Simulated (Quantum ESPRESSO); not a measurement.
# Li2S under changes of volume

One of the cells (15.344 Å³/atom); the others are scaled copies at fixed shape and fractional positions:

```
S Li
1.0
     0.00000    2.84450    2.84450
     2.84450    0.00000    2.84450
     2.84450    2.84450    0.00000
S Li
1 2
Cartesian
  0.0000 0.0000 0.0000
  4.2668 4.2668 4.2668
  1.4223 1.4223 1.4223
```

| Quantity | Value |
| --- | --- |
| Program | Quantum ESPRESSO 7.5 |
| Functional | AM05 |
| Potentials or basis | PseudoDojo 0.4.1 SR PBE standard |
| Cutoff | 1007 eV |
| Density cutoff | 4027 eV |
| k mesh | 8 × 8 × 8 |
| Occupations | fermi-dirac, width 0.05 eV |
| Spin | no spin polarisation |

| volume (Å³/atom) | energy over the lowest point (meV/atom) | pressure (GPa) | gap on the mesh (eV) |
| --- | --- | --- | --- |
| 14.423 | 7.78 | 2.8 | 3.27 |
| 14.730 | 3.38 | 1.8 | 3.29 |
| 15.037 | 0.85 | 0.9 | 3.31 |
| 15.344 | 0.00 | 0.0 | 3.33 |
| 15.650 | 0.68 | -0.7 | 3.34 |
| 15.957 | ? | ? | ? |
| 16.264 | 6.09 | -2.1 | 3.37 |

Task: What does the run at 15.957 Å³/atom give?

Result: Energy over the lowest point 2.76 meV/atom; pressure -1.4 GPa; gap on the mesh 3.36 eV.

Worked out: A Birch-Murnaghan fit of order 3 (a polynomial in V^(-2/3)) to the other rows has its minimum at 15.36 Å³/atom with B0 = V·E''(V) = 40 GPa and B' = 3.8. It gives 2.75 meV/atom at 15.957 Å³/atom, against the run's 2.76, and -dE/dV = -1.4 GPa, against -1.4. A straight line through the other rows of the gap, of slope 0.829 eV per unit of ln V, gives 3.36 eV, against the run's 3.36.

Energies are extrapolated to zero smearing.

Caveats: the potentials were made for another functional, which shifts forces and pressure.

A mesh can miss the band edges.
